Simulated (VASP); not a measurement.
Here is a VASP 6.6.1 calculation.

File POSCAR:

```
MgO
1.0
    2.6234346196      0.0000000000      0.0000000000
    0.0000000000      2.6234346196      0.0000000000
    0.0000000000      0.0000000000      2.6234346196
Mg O
1 1
Direct
    0.0000000000      0.0000000000      0.0000000000
    0.5000000000      0.5000000000      0.5000000000
```

The input INCAR.step1:

```
SYSTEM = MgO
ALGO = Normal ; EDIFF = 1E-4
ENCUT = 520 ; GGA = PE
ISMEAR = 0 ; LASPH = .TRUE.
LCHARG = .FALSE. ; LREAL = .FALSE.
LWAVE = .TRUE. ; NBANDS = 11
NELM = 80 ; PREC = Accurate
SIGMA = 0.02
```

The input INCAR.step2:

```
SYSTEM = MgO
ALGO = Normal ; EDIFF = 1E-6
ENCUT = 520 ; ISIF = 2
ISMEAR = 0 ; ISTART = 1
LASPH = .TRUE. ; LCHARG = .FALSE.
LMIXTAU = .TRUE. ; LREAL = .FALSE.
LWAVE = .FALSE. ; METAGGA = R2SCAN
NBANDS = 11 ; NELM = 80
PREC = Accurate ; SIGMA = 0.02
```

Contents of KPOINTS:

```
k-points
0
G
  10 10 10
  0 0 0
```

Potentials or basis: VASP PAW PBE potentials, release 64 (Mg, O).

Run with:

```sh
$ cat potpaw_PBE.64/Mg/POTCAR potpaw_PBE.64/O/POTCAR > POTCAR
$ cp INCAR.step1 INCAR
$ mpirun -np 1 vasp_std > vasp.out
$ cp INCAR.step2 INCAR
$ mpirun -np 1 vasp_std > vasp.out
```

Q: What does it give for the band gap on the k mesh?

A: 3.45 eV, indirect (least direct gap 4.51 eV).

Q: What does it give for the pressure?

A: -1.2 GPa.

Caveat: the PAW data sets were made with another functional, which shifts forces and pressure a little. r2SCAN opens gaps a little over a GGA but as a rule still falls short of measured ones.
